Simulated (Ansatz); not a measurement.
# LaGaS3 (model cell, started as cubic perovskite with Ga in the octahedra): phonons and vibrational spectra, part 2 of 2

Aim: the phonons of LaGaS3 (model cell, started as cubic perovskite with Ga in the octahedra) at a cell relaxed beforehand at this level. After the zone centre comes a 4×4×4 q mesh on a 8×8×8 k mesh.

Ansatz 0.2.0; DFT PBEsol, scalar-relativistic, plane waves, PAW; PAW set soft_1.

So far. Step 2 (Linear response at the zone centre): Before it was imposed, the acoustic sum rule was missed by 7.6e-5 eV/Å². Small misses are needed for a sound result but don't prove that mesh and cutoff are converged. The lowest optical mode is imaginary, 102.4i cm⁻¹, so the energy falls along it.

The structure was built from a prototype and need not be the compound's stable phase.

## Step 3: Phonons on a q mesh

Stability and thermal properties need the whole zone. Linear response on a 4×4×4 q mesh gives force constants as far as a supercell of that size would.

File input.yaml:

```yaml
crystal:
  lattice:
    - [4.6785878409, 0.0, 0.0]
    - [0.0, 4.6785878409, 0.0]
    - [0.0, 0.0, 4.6785878409]
  atoms:
    - { symbol: La, position: [0.0, 0.0, 0.0] }
    - { symbol: Ga, position: [0.5, 0.5, 0.5] }
    - { symbol: S, position: [0.5, 0.5, 0.0] }
    - { symbol: S, position: [0.5, 0.0, 0.5] }
    - { symbol: S, position: [0.0, 0.5, 0.5] }
kpoints:
  mp_grid: { grid: [8, 8, 8] }
hamiltonian:
  xc: pbesol
  pseudopotentials: { kind: paw, azcp: { folder: soft_1 }, xc_functional: pbe }
scf:
  occupations: { method: methfessel_paxton, width: 0.2 }
output:
  eigenvalues: true
phonons:
  method: dfpt
  qmesh: [4, 4, 4]
  temperatures: { t_max: 1000, t_step: 50 }
  qpath:
    path:
      - [[0.0, 0.0, 0.0], [0.0, 0.5, 0.0], [0.5, 0.5, 0.0], [0.0, 0.0, 0.0], [0.5, 0.5, 0.5], [0.0, 0.5, 0.0]]
      - [[0.5, 0.5, 0.5], [0.5, 0.5, 0.0]]
    npoints: 10
```

Run with:

```console
ansatz run input.yaml --threads 8 --pin off --max-ram 16384MiB --backend cpu --events-out ev --progress --plain --runs-dir out
```

Numbers of over 12 decimals in the logs are rounded to 6 here.

Log:

```text
[...]
Crystal: 5 atoms, lattice volume = 102.410 Å³
Basis set: ecut = 420 eV, 2007 PW (Γ), exchange–correlation on 64×64×64 points (8 copies of the dense FFT grid, shifted against one another)
Bands: 26, of which v1, the nominal top of the filled ones, is band 21 counted from 1 (20 counted from 0)
Symmetry: 48 space group operations
k-points: 35 of 512
[...]
SCF iter   1: F=—  HF=-12565.457446 eV  |F-HF|=—  |Δ(HF+E_count)|=         —  Δρ=3.95e-2  dr2=2.44e0  ethr=3.10e-3  ⟨swp⟩=7.8  Hψ=16072  notcnv=0  defer=21
[...]
SCF iter  12: F=-12565.070931 eV  HF=-12565.070931 eV  |F-HF|=1.82e-12  |Δ(HF+E_count)|=  7.28e-12  S|Δr|=    0.00e0  Δρ=4.64e-8  dr2=1.49e-12  ethr=1.00e-12  ⟨swp⟩=13.6  Hψ=8862  notcnv=0
SCF 1 converged in 12 iterations: F = -12565.070931 eV  dr2 = 1.49e-12
[...]
iter 1 solved again at ethr=1.28e-7 eV; its pass at ethr=3.10e-3 eV (dr2=5.37e-5 eV) is discarded
SCF iter   1: F=—  HF=-12565.070932 eV  |F-HF|=—  |Δ(HF+E_count)|=         —  Δρ=6.92e-7  dr2=5.03e-10  ethr=1.28e-7  ⟨swp⟩=4.9  Hψ=7391  notcnv=0
eigensolver tolerance schedule: the retry pair's looser diagonalisation over-reported the residual by 106750.34 of it (diagonalisation noise at an unbounded share of the residual, at the tolerance the schedule requests for it); recorded, not acted on — ethr = c·dr2/N_el stays at c = 1.0e-1
[...]
SCF iter   2: F=—  HF=-12565.070931 eV  |F-HF|=—  |Δ(HF+E_count)|=   8.02e-7  S|Δr|=    0.00e0  Δρ=4.38e-7  dr2=2.29e-10  ethr=1.20e-12  ⟨swp⟩=4.7  Hψ=2823  notcnv=0
[...]
SCF iter   5: F=-12565.070931 eV  HF=-12565.070931 eV  |F-HF|=5.46e-12  |Δ(HF+E_count)|=  5.46e-12  S|Δr|=    0.00e0  Δρ=7.61e-8  dr2=5.38e-12  ethr=1.00e-12  ⟨swp⟩=3.2  Hψ=2005  notcnv=0
SCF 2 converged in 5 iterations: F = -12565.070931 eV  dr2 = 5.38e-12
phonons: the bands overlap, so this run is a metal and interpolates without the dipole-dipole term. If the crystal is really an insulator or semiconductor, its LO-TO splitting is missing
NSCF: frozen V_eff on 35 k-points
WARN: eigensolver did not converge in 2 slots of this pass, the one above among them; of largest residual over every band (k=15): 1 band(s) unlocked (lowest unlocked band 40, counted from 0; max residual 4.41e-5 eV among the unlocked bands, 4.41e-5 eV over every band); of lowest unlocked band (k=2): band 40
[...]
DFPT response loops at q = (0, 0, 0) (fractional): preconditioner auto → Kerker (q_TF=auto, 2.352 Å⁻¹) (partly filled bands, converged f_vac=0.000); β = 1.00, the filter's whole step (`scf.mixing.beta` (0.50) is not read by the response loops under this deck's `scf.mixing.preconditioner`; to damp them name `kerker` or `kerker_dos`, under which they read `scf.mixing.beta`, and type it under 1.00, their step now; both keys bind the ground state too); Broyden in place of MSR1
[...]
SCF converged after 12 iterations
[...]
Free energy (F): -12565.070931 eV
[...]
Internal energy: -12565.074777 eV  (E = F + TS)
E sigma→0 (E₀):  -12565.071892 eV
Entropy (-TS):   0.003846 eV (0.769 meV/atom)
Fermi energy:    9.243907 eV
[...]
--- Band table (eV; the first three rows and the last of 35) ---
  k-point 0: bands = [... 17 lower, 7.8415, 7.8415, 8.8069, 8.8069, 8.8069, 10.6306, 10.6306, 11.1184, ... 16 higher]
  k-point 1: bands = [... 17 lower, 7.7078, 7.7078, 8.6897, 8.6897, 8.7969, 10.7507, 10.8742, 11.0962, ... 16 higher]
  k-point 2: bands = [... 17 lower, 7.4575, 7.4575, 8.4091, 8.4091, 9.5470, 10.9537, 11.0653, 11.0770, ... 16 higher]
  k-point 34: bands = [... 17 lower, 8.9227, 9.3992, 9.3992, 9.3992, 11.0832, 11.0832, 11.0832, 11.1373, ... 16 higher]
--- Phonons (Γ-DFPT): 4 representative perturbations + reference (Σ response iterations 13) ---
  ASR residual: 8.147e-5 → 0.000e0 eV/Å²; symmetrization residual: 5.324e-6 eV/Å²
  ASR residual per site (eV/Å²): 7.86e-6 8.15e-5 1.65e-5 1.65e-5 1.65e-5
[...]
--- Phonons (arbitrary-q DFPT): 10 irreducible q on the 4×4×4 mesh ---
  q = [0.0000, 0.0000, 0.0000] (star 1, of the zone-centre solve; hermiticity 8.89e-7, symmetrization 2.98e-12): -102.44 -102.44 -102.44 -98.45 -98.45 -98.45 -0.00 0.00 0.00 49.53 49.53 49.53 356.78 356.78 356.78
  q = [0.0000, 0.0000, 0.2500] (star 6, 9 solved perturbations in 1560 linear systems a pass and spin channel, the states on 200 of 512 k-point pairs; hermiticity 7.11e-7, symmetrization 2.80e-12): -94.76 -94.76 -81.03 -81.03 -80.37 26.13 32.42 32.42 62.02 62.02 75.53 139.58 356.73 359.03 359.03
[...]
q = [0.0000, 0.2500, -0.5000] (star 12, 15 solved perturbations on 200 of 512 k-point pairs; hermiticity 6.50e-7, symmetrization 2.96e-7): -144.67 -87.43 -85.34 -68.11 -33.79 35.02 72.18 79.48 85.64 157.57 162.82 210.95 278.30 366.02 394.09
[...]
sum rule: each row above includes the acoustic sum rule's correction from the zone centre's row sums; it moved no ω² by more than (0.56 cm⁻¹)²
  mesh force constants: q→R imaginary residual 7.32e-19; ASR residual 8.147e-5 → 0.000e0 eV/Å²; symmetrization residual 2.487e-14 eV/Å²
  interpolated dispersion: 62 rows × 15 modes
  density of states and harmonic sums: on the 16×16×16 q-mesh, interpolated from the force constants of a 4×4×4 supercell (no non-analytic term)
  largest difference from the sums on the solved wave vectors: F 4.28e-2 eV, S 5.10e-5 and C_V 1.08e-5 eV/K
  zero-point energy: 0.112531 eV/cell   skipped modes (ω ≤ 0): 874, of them read as no rigid motion or as one in doubt: 871 (5.219e0 modes/cell left out, lowest -185.03 cm⁻¹)   left out of the sums: 3.48e-1 of the cell's modes: C_V's classical limit lies that fraction below 3 k_B per atom; for a crystal, a wire or a layer, F and S can be off by more, and a phonons.interpolated_qmesh denser along its periods is the remedy for the sampling
```

Run time: 11 min. Hardware: 8 threads of Arm Neoverse V1, shared host; peak memory 4.4 GiB; 82 min of CPU time.

This step gave:

* sum-rule residual before enforcement: 8.15e-5 eV/Å²
* lowest frequency on the path: -185.0 cm⁻¹
* highest frequency on the path or at a solved wavevector: 431.3 cm⁻¹
* lowest mode on the q mesh (acoustic modes at Γ apart): -185.0 cm⁻¹

Frequencies (cm⁻¹) solved at each irreducible wavevector; negative means imaginary. Frequencies by wavevector, by row:

| q in reciprocal lattice units | star | mode 1 | mode 2 | mode 3 | mode 4 | mode 13 | mode 14 | mode 15 |
| --- | --- | --- | --- | --- | --- | --- | --- | --- |
| 0 0 0 | 1 | -102.4 | -102.4 | -102.4 | -98.5 | 356.8 | 356.8 | 356.8 |
| 0 0 0.25 | 6 | -94.8 | -94.8 | -81 | -81 | 356.7 | 359 | 359 |
| 0 0 -0.5 | 3 | -89.3 | -89.3 | -57.2 | -57.2 | 350.4 | 363.1 | 363.1 |
| 0 0.25 0.25 | 12 | -135.1 | -106.1 | -79.7 | -64.3 | 309.4 | 362 | 389.2 |
| 0 0.25 -0.5 | 12 | -144.7 | -87.4 | -85.3 | -68.1 | 278.3 | 366 | 394.1 |
| 0 -0.5 -0.5 | 3 | -164.7 | -109 | -109 | -18.7 | 223 | 369.8 | 398.5 |
| 0.25 0.25 0.25 | 8 | -144.1 | -129.4 | -129.4 | -59.3 | 307.1 | 307.1 | 413.3 |
| 0.25 0.25 -0.5 | 12 | -153.9 | -139.7 | -130.6 | -62.3 | 264.1 | 306.1 | 419.4 |
| 0.25 -0.5 -0.5 | 6 | -174.1 | -150 | -150 | -56.3 | 225.3 | 287.5 | 425 |
| -0.5 -0.5 -0.5 | 1 | -185 | -185 | -185 | -63.9 | 226.2 | 226.2 | 431.3 |

Interpolated from a 4×4×4 q mesh. Phonon branches along the path, in cm⁻¹:

| point | branch 1 | branch 2 | branch 3 | branch 4 | branch 12 | branch 13 | branch 14 | branch 15 |
| --- | --- | --- | --- | --- | --- | --- | --- | --- |
| Γ | -102 | -102 | -102 | -98 | 50 | 357 | 357 | 357 |
| halfway | -95 | -95 | -81 | -81 | 140 | 357 | 359 | 359 |
| X | -89 | -89 | -57 | -57 | 208 | 350 | 363 | 363 |
| halfway | -145 | -87 | -85 | -68 | 211 | 278 | 366 | 394 |
| M | -165 | -109 | -109 | -19 | 216 | 223 | 370 | 398 |
| halfway | -135 | -106 | -80 | -64 | 153 | 309 | 362 | 389 |
| Γ | -102 | -102 | -102 | -98 | 50 | 357 | 357 | 357 |
| halfway | -144 | -129 | -129 | -59 | 165 | 307 | 307 | 413 |
| R | -185 | -185 | -185 | -64 | 226 | 226 | 226 | 431 |
| halfway | -154 | -140 | -131 | -62 | 215 | 264 | 306 | 419 |
| X | -89 | -89 | -57 | -57 | 208 | 350 | 363 | 363 |
| jump to R | -185 | -185 | -185 | -64 | 226 | 226 | 226 | 431 |
| halfway | -174 | -150 | -150 | -56 | 221 | 225 | 288 | 425 |
| M | -165 | -109 | -109 | -19 | 216 | 223 | 370 | 398 |

The phonon density of states has structure finer than the step of the table below, so its rows give means over 20 cm⁻¹, whole bins alone (the curve runs from -188 to 432 cm⁻¹). Peaks (cm⁻¹: height): -107.5: 0.0512, -62.5: 0.117, 32.5: 0.0880, 87.5: 0.0520, 157.5: 0.0478, 207.5: 0.0389, 357.5: 0.0421.

Tetrahedra on a 16×16×16 mesh, mean over bins of 5 cm-1. Interpolated from a 4×4×4 q mesh. Phonon density of states against wavenumber; means over each step:

wavenumber (cm⁻¹), phonon density of states (1/cm⁻¹/cell) and a bar:
```
     -160      0.023 ########
     -140      0.028 ##########
     -120      0.036 ##############
     -100      0.044 #################
      -80      0.022 ########
      -60      0.074 ##############################
      -40      0.021 #######
      -20      0.006 #
        0      0.004 
       20      0.021 #######
       40      0.030 ###########
       60      0.024 #########
       80      0.043 #################
      100      0.044 #################
      120      0.036 ##############
      140      0.032 ############
      160      0.038 ###############
      180      0.024 ########
      200      0.028 ##########
      220      0.020 #######
      240      0.009 ##
      260      0.010 ##
      280      0.011 ###
      300      0.012 ###
      320      0.014 ####
      340      0.018 ######
      360      0.026 #########
      380      0.011 ###
      400      0.020 #######
      420      0.016 #####
```

The partial phonon density of states has structure finer than the step of the table below, so its rows give means over 20 cm⁻¹, whole bins alone (the curve runs from -194 to 454 cm⁻¹). Peaks (cm⁻¹: height): Ga 91.5: 0.0184, 148.5: 0.0175, 209.6: 0.0342; La -59.1: 0.0585, 30.4: 0.0423; S -140.6: 0.0301, -124.3: 0.0352, -108.0: 0.0409, -59.1: 0.0389, 156.6: 0.0277, 356.2: 0.0311, 400.9: 0.0200.

Phonopy on the run's constants, 13x13x13 mesh, Gaussian sigma 4.6 cm-1. Interpolated from a 4×4×4 q mesh. Table of partial phonon density of states by wavenumber; means over each step; values in 1/cm⁻¹/cell:

| wavenumber (cm⁻¹) | Ga | La | S |
| --- | --- | --- | --- |
| -180 | 0 | 3.4e-6 | 0.00617 |
| -160 | 7.2e-6 | 1.2e-4 | 0.0226 |
| -140 | 3.4e-5 | 6.4e-4 | 0.0269 |
| -120 | 1.6e-4 | 0.00307 | 0.0325 |
| -100 | 3.8e-4 | 0.00731 | 0.0346 |
| -80 | 1.9e-4 | 0.00568 | 0.0196 |
| -60 | 6.5e-4 | 0.0390 | 0.0302 |
| -40 | 4.1e-4 | 0.0110 | 0.0114 |
| -20 | 5.7e-5 | 0.00378 | 0.00190 |
| 0 | 5.4e-5 | 0.00236 | 5.8e-4 |
| 20 | 4.6e-4 | 0.0178 | 0.00416 |
| 40 | 8.0e-4 | 0.0220 | 0.00792 |
| 60 | 0.00521 | 0.0110 | 0.00812 |
| 80 | 0.0145 | 0.0115 | 0.0165 |
| 100 | 0.0148 | 0.00768 | 0.0196 |
| 120 | 0.0135 | 0.00381 | 0.0198 |
| 140 | 0.0118 | 0.00145 | 0.0182 |
| 160 | 0.0128 | 7.6e-4 | 0.0232 |
| 180 | 0.0171 | 3.3e-4 | 0.00747 |
| 200 | 0.0252 | 3.1e-4 | 0.00129 |
| 220 | 0.0186 | 1.9e-4 | 0.00280 |
| 240 | 6.7e-4 | 2.0e-6 | 0.00863 |
| 260 | 5.6e-4 | 9.9e-6 | 0.00937 |
| 280 | 7.2e-4 | 1.0e-5 | 0.00952 |
| 300 | 0.00103 | 1.0e-5 | 0.0114 |
| 320 | 0.00135 | 5.9e-6 | 0.0121 |
| 340 | 0.00212 | 3.9e-6 | 0.0159 |
| 360 | 0.00328 | 0 | 0.0225 |
| 380 | 0.00129 | 7.8e-6 | 0.0104 |
| 400 | 0.00144 | 1.0e-5 | 0.0181 |
| 420 | 7.8e-4 | 2.6e-6 | 0.0149 |
| 440 | 3.8e-5 | 0 | 0.00164 |

Symmetry leaves 10 wavevectors to solve. The lowest mode among them, the acoustic zeros apart, lies at q = (-0.5, -0.5, -0.5) and is imaginary, 185.0i cm⁻¹, so the energy falls along it.

## Step 4: Outcome

| Item | Value |
| --- | --- |
| space group (within 0.01 Å) | Pm-3m |
| volume per atom | 20.5 Å³ |
| electronic character | no gap on this mesh |
| highest optical mode at the zone centre (no LO-TO term) | 357 cm⁻¹ |
| lowest optical zone-centre mode | -102 cm⁻¹ |
| lowest mode on the q mesh (acoustic modes at Γ apart) | -185 cm⁻¹ |
| highest frequency on the path or at a solved wavevector | 431 cm⁻¹ |
| imaginary modes on the 4×4×4 q mesh | yes |

In words: Modes are clearly imaginary (beyond 10i cm⁻¹) at 10 of the 10 irreducible wavevectors, most at q = (-0.5, -0.5, -0.5) (185.0i cm⁻¹), so this structure is not a minimum of the energy. The optical modes at Γ span -102 to 357 cm⁻¹ (negative means imaginary). The highest mode in this list at Γ, 356.8 cm⁻¹, is mostly motion of S (84 % of the kinetic energy). With no gap, or one that is small against the smearing, the frequencies hang on the k mesh and the smearing, most of all near Kohn anomalies. Spin-orbit coupling is left out, which can matter for the heavy elements here. The PAW files were made for PBE and serve the other functionals too. A phonon run warned that its eigensolver left some bands unconverged in a pass. The starting cell was built on a prototype and not taken from a measurement, so the phase need not exist. These are harmonic frequencies at zero temperature: anharmonic shifts, linewidths and thermal expansion are left out.

[Logs are printed without paths, hosts, clocks, repeated set-up lines and the standing remarks that a program may print on its own settings, such as how far it seeks lower states.]

[Hosts, paths, dates, database ids (printed as entryN), source tags and the programs' standing remarks are cut or masked in the printed files.]
